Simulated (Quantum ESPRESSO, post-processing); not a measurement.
# silicene, 1 layer: cutoff convergence, part 2 of 2

Aim: how far one choice must go before the vacuum level and the energy of silicene, 1 layer stand still, and what it costs.

Quantum ESPRESSO 7.5; plane-wave DFT, PBE, SG15 norm-conserving pseudopotentials.

So far. Step 3 (SCF with pw.x: ecutwfc 75 Ry, ecutrho 300 Ry): Counted from each run's own zero (the Fermi level), the vacuum level differs from the first run's by +1 meV.

### 4. Self-consistent run: ecutwfc 60 Ry, ecutrho 240 Ry

Input file c2.in:

```
&control
  prefix = 'c2'
  outdir = './out'
  pseudo_dir = './pseudo'
  calculation = 'scf'
  tprnfor = .true.
/
&system
  ibrav = 0
  nat = 2
  ntyp = 1
  ecutwfc = 60
  ecutrho = 240
  occupations = 'smearing'
  smearing = 'fd'
  degauss = 0.004
  assume_isolated = 'esm'
  esm_bc = 'bc1'
/
&electrons
  conv_thr = 1e-07
  mixing_beta = 0.4
  electron_maxstep = 120
  mixing_mode = 'local-TF'
/
ATOMIC_SPECIES
  Si  28.0850  Si_ONCV_PBE-1.2.upf
CELL_PARAMETERS angstrom
  3.87000000000000 0.00000000000000 0.00000000000000
  -1.93500000000000 3.35151831264578 0.00000000000000
  0.00000000000000 0.00000000000000 17.45000000000000
ATOMIC_POSITIONS crystal
  Si  0.666666666667 0.333333333333 -0.012893982808
  Si  0.333333333333 0.666666666667 0.012893982808
K_POINTS automatic
  6 6 1 0 0 0
```

Launch:

```bash
$ OMP_NUM_THREADS=1 mpirun -n 4 pw.x -nk 2 -in c2.in > c2.out
```

The log of the run:

```text
[banner, memory and clock lines left out]
Program PWSCF v.7.5 starts
[...]
Message from routine setup:
[...]
number of electrons       =         8.00
     number of Kohn-Sham states=            8
     kinetic-energy cutoff     =      60.0000  Ry
     charge density cutoff     =     240.0000  Ry
[...]
number of k points=     7  Fermi-Dirac smearing, width (Ry)=  0.0040
[...]
Dense  grid:    95731 G-vectors     FFT dimensions: (  40,  40, 180)
[...]
negative rho (up, down):  3.562E-04 0.000E+00
     Starting wfcs are random
[...]
estimated scf accuracy    <       0.05353765 Ry
[...]
estimated scf accuracy    <       0.03024236 Ry
[...]
estimated scf accuracy    <       0.00193924 Ry
[...]
estimated scf accuracy    <       0.00041816 Ry
[...]
estimated scf accuracy    <       0.00028203 Ry
[...]
estimated scf accuracy    <       0.00030110 Ry
[...]
estimated scf accuracy    <       0.00031517 Ry
[...]
negative rho (up, down):  5.825E-05 0.000E+00
[...]
estimated scf accuracy    <       0.00014474 Ry
[...]
negative rho (up, down):  2.100E-04 0.000E+00
[...]
estimated scf accuracy    <       0.00000847 Ry
[...]
negative rho (up, down):  2.984E-05 0.000E+00
[...]
estimated scf accuracy    <       0.00002020 Ry
[...]
negative rho (up, down):  2.189E-05 0.000E+00
[...]
estimated scf accuracy    <       0.00000736 Ry
[...]
negative rho (up, down):  1.566E-06 0.000E+00
[...]
estimated scf accuracy    <       0.00000101 Ry
[...]
negative rho (up, down):  7.442E-06 0.000E+00
[...]
estimated scf accuracy    <       0.00000019 Ry
[...]
negative rho (up, down):  5.823E-07 0.000E+00
[...]
estimated scf accuracy    <       0.00000019 Ry
[...]
the Fermi energy is    -4.5967 ev
!    total energy              =     -15.67068275 Ry
     estimated scf accuracy    <       0.00000007 Ry
     smearing contrib. (-TS)   =      -0.00061621 Ry
     internal energy E=F+TS    =     -15.67006654 Ry
[...]
one-electron contribution =      29.23557753 Ry
     hartree contribution      =     -14.39670407 Ry
     xc contribution           =      -4.65392013 Ry
     ewald contribution        =     -25.85501987 Ry
     convergence has been achieved in  15 iterations
[...]
Total force =     0.001806     Total SCF correction =     0.000106
[...]
```

Elapsed: 13 s, on 4 MPI ranks of Arm Neoverse V2, shared host; peak memory 0.32 GiB; 52 s of CPU time.

This step gave:

| Quantity | Value |
| --- | --- |
| free energy | -213.2105 eV |
| energy at zero smearing | -213.2063 eV |
| Fermi energy | -4.597 eV |
| valence top, on the run's zero | -4.597 eV |
| conduction bottom, on the run's zero | -4.597 eV |
| gap by band count | 1.66e-8 eV |
| vacuum line at the lower end of the cell, over the Fermi level | 4.597 eV |
| vacuum line at the upper end of the cell, over the Fermi level | 4.597 eV |

The program's own clock; routines nest. Time by routine:

```csv
routine,wall time (s),calls
PWSCF,12.44,1
electrons,12.16,1
c_bands,7.56,16
cegterg,6.94,64
h_psi,6.24,578
vloc_psi,5.91,578
fftw,5.9,5946
mix_rho,3.17,16
ffts,1.83,1278
sum_band,0.69,16
v_of_rho,0.62,16
fft,0.26,162
init_run,0.21,1
calbec,0.16,594
```

By band count these two levels touch or overlap: there is no gap, and they are no band edges.

Counted from each run's own zero (the Fermi level), the vacuum level differs from the first run's by +4 meV.

### 5. Ground state: ecutwfc 51 Ry, ecutrho 204 Ry

c3.in, as its differences from the input of step 4:

```diff
@@ -1,3 +1,3 @@
 &control
-  prefix = 'c2'
+  prefix = 'c3'
   outdir = './out'
@@ -11,4 +11,4 @@
   ntyp = 1
-  ecutwfc = 60
-  ecutrho = 240
+  ecutwfc = 51
+  ecutrho = 204
   occupations = 'smearing'
```

Launch:

```bash
$ OMP_NUM_THREADS=1 mpirun -n 4 pw.x -nk 2 -in c3.in > c3.out
```

The log of the run:

```text
[banner, memory and clock lines left out]
Program PWSCF v.7.5 starts
[...]
Message from routine setup:
[...]
number of electrons       =         8.00
     number of Kohn-Sham states=            8
     kinetic-energy cutoff     =      51.0000  Ry
     charge density cutoff     =     204.0000  Ry
[...]
number of k points=     7  Fermi-Dirac smearing, width (Ry)=  0.0040
[...]
Dense  grid:    75137 G-vectors     FFT dimensions: (  36,  36, 150)
[...]
negative rho (up, down):  5.121E-04 0.000E+00
     Starting wfcs are random
[...]
estimated scf accuracy    <       0.05328867 Ry
[...]
estimated scf accuracy    <       0.03002590 Ry
[...]
estimated scf accuracy    <       0.00194739 Ry
[...]
estimated scf accuracy    <       0.00046257 Ry
[...]
estimated scf accuracy    <       0.00026754 Ry
[...]
negative rho (up, down):  1.328E-04 0.000E+00
[...]
estimated scf accuracy    <       0.00012729 Ry
[...]
negative rho (up, down):  1.329E-05 0.000E+00
[...]
estimated scf accuracy    <       0.00014276 Ry
[...]
negative rho (up, down):  5.178E-04 0.000E+00
[...]
estimated scf accuracy    <       0.00006479 Ry
[...]
negative rho (up, down):  2.358E-04 0.000E+00
[...]
estimated scf accuracy    <       0.00000484 Ry
[...]
negative rho (up, down):  1.430E-05 0.000E+00
[...]
estimated scf accuracy    <       0.00000681 Ry
[...]
negative rho (up, down):  9.219E-06 0.000E+00
[...]
estimated scf accuracy    <       0.00000051 Ry
[...]
the Fermi energy is    -4.5937 ev
!    total energy              =     -15.67062781 Ry
     estimated scf accuracy    <       0.00000004 Ry
     smearing contrib. (-TS)   =      -0.00061621 Ry
     internal energy E=F+TS    =     -15.67001160 Ry
[...]
one-electron contribution =      29.23698739 Ry
     hartree contribution      =     -14.39822220 Ry
     xc contribution           =      -4.65375691 Ry
     ewald contribution        =     -25.85501988 Ry
     convergence has been achieved in  12 iterations
[...]
Total force =     0.001791     Total SCF correction =     0.000064
[...]
```

Elapsed: 8.5 s, on 4 MPI ranks; peak memory 0.29 GiB; 34 s of CPU time.

Numbers from this step:

```
free energy                                                    : -213.2098 eV
energy at zero smearing                                        : -213.2056 eV
Fermi energy                                                   : -4.594 eV
valence top, on the run's zero                                 : -4.594 eV
conduction bottom, on the run's zero                           : -4.594 eV
gap by band count                                              : 7.56e-9 eV
vacuum line at the lower end of the cell, over the Fermi level : 4.594 eV
vacuum line at the upper end of the cell, over the Fermi level : 4.594 eV
```

The program's own clock; routines nest. Time by routine:

```
     routine  wall time (s)  calls
       PWSCF           7.99      1
   electrons           7.78      1
     c_bands           5.09     13
     cegterg           4.76     52
       h_psi           4.21    587
    vloc_psi           3.96    587
        fftw           3.92   5474
     mix_rho           1.89     13
        ffts           1.04   1048
    sum_band            0.4     13
    v_of_rho           0.35     13
    init_run           0.16      1
         fft           0.14    132
h_psi:calbec           0.12    587
```

By band count these two levels touch or overlap: there is no gap, and they are no band edges.

Counted from each run's own zero (the Fermi level), the vacuum level differs from the first run's by +1 meV.

### 6. Self-consistent run: ecutwfc 42 Ry, ecutrho 168 Ry

c4.in, as its differences from the input of step 5:

```diff
@@ -1,3 +1,3 @@
 &control
-  prefix = 'c3'
+  prefix = 'c4'
   outdir = './out'
@@ -11,4 +11,4 @@
   ntyp = 1
-  ecutwfc = 51
-  ecutrho = 204
+  ecutwfc = 42
+  ecutrho = 168
   occupations = 'smearing'
```

Launch:

```bash
$ OMP_NUM_THREADS=1 mpirun -n 4 pw.x -nk 2 -in c4.in > c4.out
```

The log of the run:

```text
[banner, memory and clock lines left out]
Program PWSCF v.7.5 starts
[...]
Message from routine setup:
[...]
number of electrons       =         8.00
     number of Kohn-Sham states=            8
     kinetic-energy cutoff     =      42.0000  Ry
     charge density cutoff     =     168.0000  Ry
[...]
number of k points=     7  Fermi-Dirac smearing, width (Ry)=  0.0040
[...]
Dense  grid:    55937 G-vectors     FFT dimensions: (  32,  32, 144)
[...]
negative rho (up, down):  5.268E-04 0.000E+00
     Starting wfcs are random
[...]
estimated scf accuracy    <       0.05422485 Ry
[...]
estimated scf accuracy    <       0.03038853 Ry
[...]
estimated scf accuracy    <       0.00191134 Ry
[...]
estimated scf accuracy    <       0.00039082 Ry
[...]
estimated scf accuracy    <       0.00026526 Ry
[...]
estimated scf accuracy    <       0.00016193 Ry
[...]
estimated scf accuracy    <       0.00011490 Ry
[...]
negative rho (up, down):  6.228E-04 0.000E+00
[...]
estimated scf accuracy    <       0.00029007 Ry
[...]
negative rho (up, down):  2.282E-05 0.000E+00
[...]
estimated scf accuracy    <       0.00006252 Ry
[...]
negative rho (up, down):  3.127E-05 0.000E+00
[...]
estimated scf accuracy    <       0.00000071 Ry
[...]
negative rho (up, down):  1.957E-05 0.000E+00
[...]
estimated scf accuracy    <       0.00000267 Ry
[...]
negative rho (up, down):  3.620E-06 0.000E+00
[...]
estimated scf accuracy    <       0.00000068 Ry
[...]
the Fermi energy is    -4.5950 ev
!    total energy              =     -15.67046829 Ry
     estimated scf accuracy    <       0.00000009 Ry
     smearing contrib. (-TS)   =      -0.00061621 Ry
     internal energy E=F+TS    =     -15.66985208 Ry
[...]
one-electron contribution =      29.23512540 Ry
     hartree contribution      =     -14.39595118 Ry
     xc contribution           =      -4.65400643 Ry
     ewald contribution        =     -25.85501987 Ry
     convergence has been achieved in  13 iterations
[...]
Total force =     0.001759     Total SCF correction =     0.000134
[...]
```

Run time: 4.7 s. Hardware: 4 MPI ranks; peak memory 0.25 GiB; 18 s of CPU time.

Read from the output:

```
free energy                                                    : -213.2076 eV
energy at zero smearing                                        : -213.2034 eV
Fermi energy                                                   : -4.595 eV
valence top, on the run's zero                                 : -4.595 eV
conduction bottom, on the run's zero                           : -4.595 eV
gap by band count                                              : 9.11e-8 eV
vacuum line at the lower end of the cell, over the Fermi level : 4.595 eV
vacuum line at the upper end of the cell, over the Fermi level : 4.595 eV
```

By band count these two levels touch or overlap: there is no gap, and they are no band edges.

Counted from each run's own zero (the Fermi level), the vacuum level differs from the first run's by +3 meV.

### 7. SCF with pw.x: ecutwfc 33 Ry, ecutrho 132 Ry

c5.in, as its differences from the input of step 6:

```diff
@@ -1,3 +1,3 @@
 &control
-  prefix = 'c4'
+  prefix = 'c5'
   outdir = './out'
@@ -11,4 +11,4 @@
   ntyp = 1
-  ecutwfc = 42
-  ecutrho = 168
+  ecutwfc = 33
+  ecutrho = 132
   occupations = 'smearing'
```

Launch:

```bash
$ OMP_NUM_THREADS=1 mpirun -n 4 pw.x -nk 2 -in c5.in > c5.out
```

The log of the run:

```text
[banner, memory and clock lines left out]
Program PWSCF v.7.5 starts
[...]
Message from routine setup:
[...]
number of electrons       =         8.00
     number of Kohn-Sham states=            8
     kinetic-energy cutoff     =      33.0000  Ry
     charge density cutoff     =     132.0000  Ry
[...]
number of k points=     7  Fermi-Dirac smearing, width (Ry)=  0.0040
[...]
Dense  grid:    39199 G-vectors     FFT dimensions: (  27,  27, 125)
[...]
negative rho (up, down):  7.069E-04 0.000E+00
     Starting wfcs are random
[...]
negative rho (up, down):  6.124E-07 0.000E+00
[...]
estimated scf accuracy    <       0.05349347 Ry
[...]
estimated scf accuracy    <       0.02974442 Ry
[...]
estimated scf accuracy    <       0.00184084 Ry
[...]
estimated scf accuracy    <       0.00046207 Ry
[...]
estimated scf accuracy    <       0.00026804 Ry
[...]
negative rho (up, down):  4.034E-04 0.000E+00
[...]
estimated scf accuracy    <       0.00010814 Ry
[...]
negative rho (up, down):  1.707E-04 0.000E+00
[...]
estimated scf accuracy    <       0.00008005 Ry
[...]
negative rho (up, down):  5.353E-04 0.000E+00
[...]
estimated scf accuracy    <       0.00002853 Ry
[...]
negative rho (up, down):  2.896E-05 0.000E+00
[...]
estimated scf accuracy    <       0.00000490 Ry
[...]
negative rho (up, down):  1.266E-05 0.000E+00
[...]
estimated scf accuracy    <       0.00000037 Ry
[...]
negative rho (up, down):  8.227E-07 0.000E+00
[...]
estimated scf accuracy    <       0.00000014 Ry
[...]
the Fermi energy is    -4.5942 ev
!    total energy              =     -15.66998325 Ry
     estimated scf accuracy    <       0.00000002 Ry
     smearing contrib. (-TS)   =      -0.00061621 Ry
     internal energy E=F+TS    =     -15.66936704 Ry
[...]
one-electron contribution =      29.23852234 Ry
     hartree contribution      =     -14.39913524 Ry
     xc contribution           =      -4.65373427 Ry
     ewald contribution        =     -25.85501987 Ry
     convergence has been achieved in  12 iterations
[...]
Total force =     0.001979     Total SCF correction =     0.000060
[...]
```

Elapsed: 4.7 s, on 4 MPI ranks; peak memory 0.21 GiB.

Numbers from this step:

- free energy: -213.2010 eV
- energy at zero smearing: -213.1968 eV
- Fermi energy: -4.594 eV
- valence top, on the run's zero: -4.594 eV
- conduction bottom, on the run's zero: -4.594 eV
- gap by band count: 1.01e-8 eV
- vacuum line at the lower end of the cell, over the Fermi level: 4.594 eV
- vacuum line at the upper end of the cell, over the Fermi level: 4.594 eV

By band count these two levels touch or overlap: there is no gap, and they are no band edges.

Counted from each run's own zero (the Fermi level), the vacuum level differs from the first run's by +2 meV.

### 8. Self-consistent run: ecutwfc 27 Ry, ecutrho 108 Ry

c6.in, as its differences from the input of step 7:

```diff
@@ -1,3 +1,3 @@
 &control
-  prefix = 'c5'
+  prefix = 'c6'
   outdir = './out'
@@ -11,4 +11,4 @@
   ntyp = 1
-  ecutwfc = 33
-  ecutrho = 132
+  ecutwfc = 27
+  ecutrho = 108
   occupations = 'smearing'
```

Launch:

```bash
$ OMP_NUM_THREADS=1 mpirun -n 4 pw.x -nk 2 -in c6.in > c6.out
```

The log of the run:

```text
[banner, memory and clock lines left out]
Program PWSCF v.7.5 starts
[...]
Message from routine setup:
[...]
number of electrons       =         8.00
     number of Kohn-Sham states=            8
     kinetic-energy cutoff     =      27.0000  Ry
     charge density cutoff     =     108.0000  Ry
[...]
number of k points=     7  Fermi-Dirac smearing, width (Ry)=  0.0040
[...]
Dense  grid:    28861 G-vectors     FFT dimensions: (  25,  25, 120)
[...]
negative rho (up, down):  6.961E-04 0.000E+00
     Starting wfcs are random
[...]
negative rho (up, down):  2.844E-07 0.000E+00
[...]
estimated scf accuracy    <       0.05295147 Ry
[...]
estimated scf accuracy    <       0.02971026 Ry
[...]
estimated scf accuracy    <       0.00191394 Ry
[...]
estimated scf accuracy    <       0.00043358 Ry
[...]
estimated scf accuracy    <       0.00025702 Ry
[...]
negative rho (up, down):  6.162E-06 0.000E+00
[...]
estimated scf accuracy    <       0.00012188 Ry
[...]
negative rho (up, down):  2.103E-07 0.000E+00
[...]
estimated scf accuracy    <       0.00009511 Ry
[...]
negative rho (up, down):  6.722E-04 0.000E+00
[...]
estimated scf accuracy    <       0.00006373 Ry
[...]
negative rho (up, down):  3.746E-04 0.000E+00
[...]
estimated scf accuracy    <       0.00001457 Ry
[...]
negative rho (up, down):  4.210E-05 0.000E+00
[...]
estimated scf accuracy    <       0.00001255 Ry
[...]
negative rho (up, down):  1.870E-05 0.000E+00
[...]
estimated scf accuracy    <       0.00000080 Ry
[...]
negative rho (up, down):  2.891E-07 0.000E+00
[...]
estimated scf accuracy    <       0.00000016 Ry
[...]
the Fermi energy is    -4.5937 ev
!    total energy              =     -15.66935848 Ry
     estimated scf accuracy    <          6.8E-09 Ry
     smearing contrib. (-TS)   =      -0.00061620 Ry
     internal energy E=F+TS    =     -15.66874228 Ry
[...]
one-electron contribution =      29.23951935 Ry
     hartree contribution      =     -14.39954757 Ry
     xc contribution           =      -4.65369419 Ry
     ewald contribution        =     -25.85501987 Ry
     convergence has been achieved in  13 iterations
[...]
Total force =     0.002126     Total SCF correction =     0.000026
[...]
```

It took 3.2 s on 4 MPI ranks; peak memory 0.2 GiB.

This step gave:

* free energy: -213.1925 eV
* energy at zero smearing: -213.1883 eV
* gap by band count: 1.77e-8 eV

By band count these two levels touch or overlap: there is no gap, and they are no band edges.

Counted from each run's own zero (the Fermi level), the vacuum level differs from the first run's by +1 meV.

### 9. The series side by side

All levels:

| level | vacuum level over the Fermi level (eV) | its change from the first (meV) | energy from the first (meV an atom) | SCF iterations | wall time (s) | peak memory (GiB) | CPU time (s) |
| --- | --- | --- | --- | --- | --- | --- | --- |
| ecutwfc 90 Ry, ecutrho 360 Ry | 4.592 | 0 | 0 | 32 | 40.88 | 0.47 | 163.1 |
| ecutwfc 75 Ry, ecutrho 300 Ry | 4.593 | 1.099 | 0.006055 | 14 | 19.3 | 0.4 | 76.85 |
| ecutwfc 60 Ry, ecutrho 240 Ry | 4.597 | 4.499 | 0.119 | 15 | 12.99 | 0.32 | 51.6 |
| ecutwfc 51 Ry, ecutrho 204 Ry | 4.594 | 1.5 | 0.4927 | 12 | 8.54 | 0.29 | 33.81 |
| ecutwfc 42 Ry, ecutrho 168 Ry | 4.595 | 2.808 | 1.578 | 13 | 4.68 | 0.25 | 18.36 |
| ecutwfc 33 Ry, ecutrho 132 Ry | 4.594 | 2 | 4.878 | 12 | 4.73 | 0.21 | 18.6 |
| ecutwfc 27 Ry, ecutrho 108 Ry | 4.594 | 1.5 | 9.128 | 13 | 3.18 | 0.2 | 12.37 |

### 10. What came out

```json
{
 "vacuum level over the Fermi level, ecutwfc 90 Ry, ecutrho 360 Ry": "4.592 eV",
 "cheapest step of the main series that, with all steps before it, keeps the vacuum level within 20 meV of the first": "ecutwfc 27 Ry, ecutrho 108 Ry: +1 meV, 12 s of CPU time against 2.7 min",
 "setting with the largest shift of the level": "ecutwfc 60 Ry, ecutrho 240 Ry: +4 meV"
}
```

The cheapest step of the main series that, with all steps before it, keeps the vacuum level within 20 meV of the first is ecutwfc 27 Ry, ecutrho 108 Ry: +1 meV, 12 s of CPU time against 2.7 min. Over the series the energy moves by up to 9.13 meV an atom and the vacuum level by up to 4 meV. The times come from a shared host and are rough. Peak memory is sampled during the run and can miss the peak. The geometry is as built, not relaxed.

[Logs are printed without paths, hosts, clocks, repeated set-up lines and the standing remarks that a program may print on its own settings, such as how far it seeks lower states.]

[Hosts, paths, dates, database ids (printed as entryN), source tags and the programs' standing remarks are cut or masked in the printed files.]

[Maps of the electrostatic potential energy from Ansatz leave out the sawtooth potential of an applied field or a dipole correction, so their vacuum need not be flat; planar profiles and work functions include it.]
